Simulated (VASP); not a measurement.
# GaN (F-43m) in VASP: Born charges and dielectric tensor with LDA

Aim: the Born charges and dielectric tensor of GaN with LDA.

Program: VASP 6.6.1. These are calculated values, not measurements. Logs are shortened: lines on timing, memory, paths and dates and some standing lists are left out, and cuts for length are marked.

**What was measured.**

From a printed reference work, textbook, for a bulk crystal of GaN at 0 K: band gap 3.299 eV (direct).

The runs below are set against these values where they give the same quantity.

## (1) Starting point

The structure is cubic, space group F-43m (No. 216). The conventional cell has a = 4.494 Å, b = 4.494 Å, c = 4.494 Å, α = 90.00°, β = 90.00°, γ = 90.00°. Around Ga (site symmetry -43m) lie 4 N at 1.95 Å. Around N (site symmetry -43m) lie 4 Ga at 1.95 Å.

The cell is a database's computed one.

## (2) Born charges and dielectric tensor, LDA

INCAR

```
  PREC = Accurate
  ENCUT = 600
  EDIFF = 1E-8
  ISMEAR = 0
  SIGMA = 0.02
  LREAL = F
  LASPH = T
  NELM = 100
  ALGO = Normal
  ISIF = 2
  LWAVE = F
  LCHARG = F
  GGA = CA
  LEPSILON = T
  IBRION = 8
  NSW = 1
```

KPOINTS

```
Automatic mesh
0
Gamma
  10 10 10
```

POSCAR

```
GaN
1.0
    0.0000000000      2.2472400000      2.2472400000
    2.2472400000      0.0000000000      2.2472400000
    2.2472400000      2.2472400000      0.0000000000
Ga N
1 1
Direct
    0.0000000000      0.0000000000      0.0000000000
    0.2500000000      0.2500000000      0.2500000000
```

Potentials or basis: VASP PAW LDA potentials, release 64 (Ga_d, N).

Run with:

```
cat potpaw_LDA.64/Ga_d/POTCAR potpaw_LDA.64/N/POTCAR > POTCAR
mpirun -np 1 vasp_std > vasp.out
```

OUTCAR:

```text
PREC = Accurate
   ENCUT = 600
   EDIFF = 1E-8
   ISMEAR = 0
   LREAL = F
   LASPH = T
   NELM = 100
   ISIF = 2
   GGA = CA
   LEPSILON = T
   IBRION = 8
   NSW = 1

 ion  position               nearest neighbor table
   1  0.000  0.000  0.000-   2 1.95   2 1.95   2 1.95   2 1.95
   2  0.250  0.250  0.250-   1 1.95   1 1.95   1 1.95   1 1.95

  LATTYP: Found a face centered cubic cell.
 ALAT       =     4.4944800000

  Lattice vectors:

 A1 = (   0.0000000000,   2.2472400000,   2.2472400000)
 A2 = (   2.2472400000,   0.0000000000,   2.2472400000)
 A3 = (   2.2472400000,   2.2472400000,   0.0000000000)

Analysis of symmetry for initial positions (statically):
=====================================================================
 Subroutine PRICEL returns:
 Original cell was already a primitive cell.

 Routine SETGRP: Setting up the symmetry group for a
 face centered cubic supercell.

 Subroutine GETGRP returns: Found 24 space group operations
 (whereof 24 operations were pure point group operations)
 out of a pool of 48 trial point group operations.

The static configuration has the point symmetry T_d .

Analysis of symmetry for dynamics (positions and initial velocities):
=====================================================================
 Subroutine PRICEL returns:
 Original cell was already a primitive cell.

 Routine SETGRP: Setting up the symmetry group for a
 face centered cubic supercell.

 Subroutine GETGRP returns: Found 24 space group operations
 (whereof 24 operations were pure point group operations)
 out of a pool of 48 trial point group operations.

The dynamic configuration has the point symmetry T_d .

 Subroutine INISYM returns: Found 24 space group operations
 (whereof 24 operations are pure point group operations),
 and found     1 'primitive' translations

----------------------------------------------------------------------------------------

                                     Primitive cell

  volume of cell :      22.6975

  direct lattice vectors                    reciprocal lattice vectors
     0.000000000  2.247240000  2.247240000    -0.222495150  0.222495150  0.222495150
     2.247240000  0.000000000  2.247240000     0.222495150 -0.222495150  0.222495150
     2.247240000  2.247240000  0.000000000     0.222495150  0.222495150 -0.222495150

  length of vectors
     3.178077286  3.178077286  3.178077286     0.385372904  0.385372904  0.385372904

  position of ions in fractional coordinates (direct lattice)
     0.000000000  0.000000000  0.000000000
     0.250000000  0.250000000  0.250000000

  ion indices of the primitive-cell ions
   primitive index   ion index
                 1           1
                 2           2

----------------------------------------------------------------------------------------

 KPOINTS: Automatic mesh

Automatic generation of k-mesh.
 Grid dimensions read from file:
 generate k-points for:   10   10   10

 Generating k-lattice:

  Cartesian coordinates                     Fractional coordinates (reciprocal lattice)
    -0.022249515  0.022249515  0.022249515     0.100000000  0.000000000  0.000000000
     0.022249515 -0.022249515  0.022249515     0.000000000  0.100000000  0.000000000
     0.022249515  0.022249515 -0.022249515     0.000000000  0.000000000  0.100000000

  Length of vectors
     0.038537290  0.038537290  0.038537290

  Shift w.r.t. Gamma in fractional coordinates (k-lattice)
     0.000000000  0.000000000  0.000000000

 Subroutine IBZKPT returns following result:
[... 495 lines left out ...]
  energy-cutoff  :      600.00
  volume of cell :       22.70
      direct lattice vectors                 reciprocal lattice vectors
     0.000000000  2.247240000  2.247240000    -0.222495150  0.222495150  0.222495150
     2.247240000  0.000000000  2.247240000     0.222495150 -0.222495150  0.222495150
     2.247240000  2.247240000  0.000000000     0.222495150  0.222495150 -0.222495150

 POSITION                                       TOTAL-FORCE (eV/Angst)
 -----------------------------------------------------------------------------------
      0.00000      0.00000      0.00000         0.000000      0.000000     -0.000000
      1.12362      1.12362      1.12362        -0.000000     -0.000000      0.000000
 -----------------------------------------------------------------------------------
    total drift:                                0.000000      0.000000      0.000000

  FREE ENERGIE OF THE ION-ELECTRON SYSTEM (eV)
  ---------------------------------------------------
  free  energy   TOTEN  =       -13.9388952326 eV

  energy  without entropy=      -13.9388952326  energy(sigma->0) =      -13.93889523

 HEAD OF MICROSCOPIC STATIC DIELECTRIC TENSOR (INDEPENDENT PARTICLE, excluding Hartree and local field effects)
 ------------------------------------------------------
           6.157900     0.000000     0.000000
           0.000000     6.157900     0.000000
           0.000000     0.000000     6.157900
 ------------------------------------------------------

 Free energy of the ion-electron system (eV)
  ---------------------------------------------------
  ---------------------------------------------------
  free energy    TOTEN  =        -0.32568159 eV

  energy without entropy =       -0.32568159

------------------------ aborting loop because EDIFF is reached ----------------------------------------

--------------------------------------- Ionic step        2  -------------------------------------------

------------------------ aborting loop because EDIFF is reached ----------------------------------------

--------------------------------------- Ionic step        3  -------------------------------------------

------------------------ aborting loop because EDIFF is reached ----------------------------------------

 PIEZOELECTRIC TENSOR FIELD DIRECTION 3  (e Angst)
 -----------------------------------------------------------------------------
    -0.00113 -1.44115  0.00000           ( -0.00001 -0.10941  0.00000)
    -1.44115 -0.00113  0.00000           ( -0.10941 -0.00001  0.00000)
     0.00000  0.00000  0.00115           (  0.00000  0.00000 -0.00000)

 PIEZOELECTRIC TENSOR FIELD DIRECTION 3  (C/m^2)
 -----------------------------------------------------------------------------
    -0.00080 -1.01729  0.00000
    -1.01729 -0.00080  0.00000
     0.00000  0.00000  0.00081

--------------------------------------- Ionic step        4  -------------------------------------------

------------------------ aborting loop because EDIFF is reached ----------------------------------------

[... ionic steps 5 to 6 ...]

--------------------------------------- Ionic step        7  -------------------------------------------

 Free energy of the ion-electron system (eV)
  ---------------------------------------------------
  ---------------------------------------------------
  free energy    TOTEN  =        -0.22887760 eV

  energy without entropy =       -0.22887760

------------------------ aborting loop because EDIFF is reached ----------------------------------------

 INTERNAL STRAIN TENSOR  FOR ION    2  DIRECTION 1   (eV/Angst):
 -----------------------------------------------------------------------------
     0.00219  0.00000  0.00000
     0.00000 -0.00537 -7.91716
     0.00000 -7.91716 -0.00537

 MACROSCOPIC STATIC DIELECTRIC TENSOR (including local field effects in DFT)
 ------------------------------------------------------
           5.928526     0.000000     0.000000
           0.000000     5.928526    -0.000000
           0.000000     0.000000     5.928526
 ------------------------------------------------------

 PIEZOELECTRIC TENSOR (including local field effects)  for field in x, y, z        (e  Angst)
          XX          YY          ZZ          XY          YZ          ZX
  --------------------------------------------------------------------------------
  x    -0.00000     0.00000     0.00000     0.00000    -1.44242     0.00000
  y    -0.00000    -0.00000    -0.00000     0.00000     0.00000    -1.44242
  z    -0.00000    -0.00000    -0.00000    -1.44242     0.00000     0.00000

 PIEZOELECTRIC TENSOR (including local field effects)  for field in x, y, z        (C/m^2)
          XX          YY          ZZ          XY          YZ          ZX
  --------------------------------------------------------------------------------
  x    -0.00000     0.00000     0.00000     0.00000    -1.01818     0.00000
  y    -0.00000    -0.00000    -0.00000     0.00000     0.00000    -1.01818
  z    -0.00000    -0.00000    -0.00000    -1.01818     0.00000     0.00000

 BORN EFFECTIVE CHARGES (including local field effects) (in |e|, cummulative output)
 ---------------------------------------------------------------------------------
 ion    1
    1     2.63909     0.00000     0.00000
    2     0.00000     2.63909    -0.00000
    3     0.00000     0.00000     2.63909
 ion    2
    1    -2.63909     0.00000    -0.00000
    2     0.00000    -2.63909     0.00000
    3    -0.00000     0.00000    -2.63909

 INTERNAL STRAIN TENSOR FOR ION    2 for displacements in x,y,z  (eV/Angst):
          X           Y           Z          XY          YZ          ZX
  --------------------------------------------------------------------------------
  x     0.00000     0.00000     0.00000     0.00000    -7.91716     0.00000
  y     0.00000     0.00000     0.00000     0.00000     0.00000    -7.91716
  z     0.00000     0.00000     0.00000    -7.91716     0.00000     0.00000

 SECOND DERIVATIVES (NOT SYMMETRIZED)
 ------------------------------------
               1X          1Y          1Z          2X          2Y          2Z
  1X   -12.341598    0.000000    0.000000   12.341598    0.000000    0.000000
  1Y     0.000000  -12.341598    0.000000    0.000000   12.341598    0.000000
  1Z     0.000000    0.000000  -12.341598    0.000000    0.000000   12.341598
  2X    12.318943    0.000000    0.000000  -12.318943    0.000000    0.000000
  2Y     0.000000   12.318943    0.000000    0.000000  -12.318943    0.000000
  2Z     0.000000    0.000000   12.318943    0.000000    0.000000  -12.318943

 Eigenvectors and eigenvalues of the dynamical matrix
 ----------------------------------------------------

   1 f  =   16.071694 THz   100.981433 2PiTHz  536.094015 cm-1    66.467157 meV
             X         Y         Z           dx          dy          dz
      0.000000  0.000000  0.000000     0.000000    0.409248    0.000000
      1.123620  1.123620  1.123620     0.000000   -0.912423    0.000000
[... 21 lines left out ...]
   6 f/i=    0.005513 THz     0.034641 2PiTHz    0.183904 cm-1     0.022801 meV
             X         Y         Z           dx          dy          dz
      0.000000  0.000000  0.000000     0.000000   -0.912423    0.000000
      1.123620  1.123620  1.123620     0.000000   -0.409248    0.000000

--------------------------------------------------------------------------------------------------------

 MACROSCOPIC STATIC DIELECTRIC TENSOR IONIC CONTRIBUTION
 ------------------------------------------------------
           4.503215    -0.000000     0.000000
          -0.000000     4.503215    -0.000000
           0.000000    -0.000000     4.503215
 ------------------------------------------------------

 ELASTIC MODULI CONTR FROM IONIC RELAXATION (kBar)
 Direction    XX          YY          ZZ          XY          YZ          ZX
 --------------------------------------------------------------------------------
 XX          -0.0000     -0.0000     -0.0000     -0.0000      0.0000      0.0000
 YY          -0.0000     -0.0000     -0.0000     -0.0000     -0.0000      0.0000
 ZZ          -0.0000     -0.0000     -0.0000      0.0000     -0.0000      0.0000
 XY          -0.0000     -0.0000      0.0000   -330.8387     -0.0000      0.0000
 YZ           0.0000     -0.0000     -0.0000     -0.0000   -330.8387      0.0000
 ZX           0.0000      0.0000      0.0000      0.0000      0.0000   -330.8387
 --------------------------------------------------------------------------------

 PIEZOELECTRIC TENSOR IONIC CONTR  for field in x, y, z        (C/m^2)
          XX          YY          ZZ          XY          YZ          ZX
  --------------------------------------------------------------------------------
  x    -0.00000     0.00000     0.00000     0.00000     1.14853    -0.00000
  y    -0.00000    -0.00000    -0.00000    -0.00000    -0.00000     1.14853
  z     0.00000     0.00000    -0.00000     1.14853     0.00000    -0.00000
```

It took 5.8 min on 1 thread of Intel Xeon Platinum 8488C (Sapphire Rapids), shared host; peak memory 0.29 GiB.

Results:

```yaml
Band_gap_on_the_k_mesh: 1.80 eV, direct
Electronic_dielectric_tensor_diagonal: 5.93
Born_charges_mean_of_the_diagonal: Ga +2.64; N -2.64 e
Highest_phonon_frequency_at_Γ_LO-TO_splitting_left_out: 536 cm⁻¹
```

Levels at points of the mesh, in eV from the valence-band top:
```
           k point  band 5  band 6  band 7  band 8  band 9  band 10  band 11  band 12  band 13
(0.00, 0.00, 0.00)  -13.23  -13.23    0.00    0.00    0.00     1.80    10.16    10.16    10.16
(0.50, 0.00, 0.00)  -13.19  -11.85   -7.17   -0.99   -0.99     4.60     8.64    10.25    10.25
(0.50, 0.50, 0.00)  -13.16  -11.37   -6.24   -2.76   -2.76     3.25     6.53    11.56    13.84
```

Phonon frequencies in cm⁻¹ (negative: imaginary):
```csv
q point,frequencies
"(0.000, 0.000, 0.000)",0 0 0 536 536 536
```

Electronic dielectric tensor:
```
5.93 0.00 0.00
0.00 5.93 0.00
0.00 0.00 5.93
```

Born effective charge tensors (e):
atom 1, Ga
```
2.64 0.00 0.00
0.00 2.64 0.00
0.00 0.00 2.64
```
atom 2, N
```
-2.64  0.00  0.00
 0.00 -2.64  0.00
 0.00  0.00 -2.64
```

## (3) Against experiment

Step 2. Against the measured gap of GaN, 3.299 eV (direct; 0 K; a printed reference work, textbook), the calculated 1.80 eV is off by -1.50 eV. Spin-orbit coupling on Ga is left out. The value is that of LDA, without temperature or zero-point motion. Semilocal functionals fall short of measured gaps as a rule. The cell is a database's relaxed one, not the measured one, which moves gaps too.
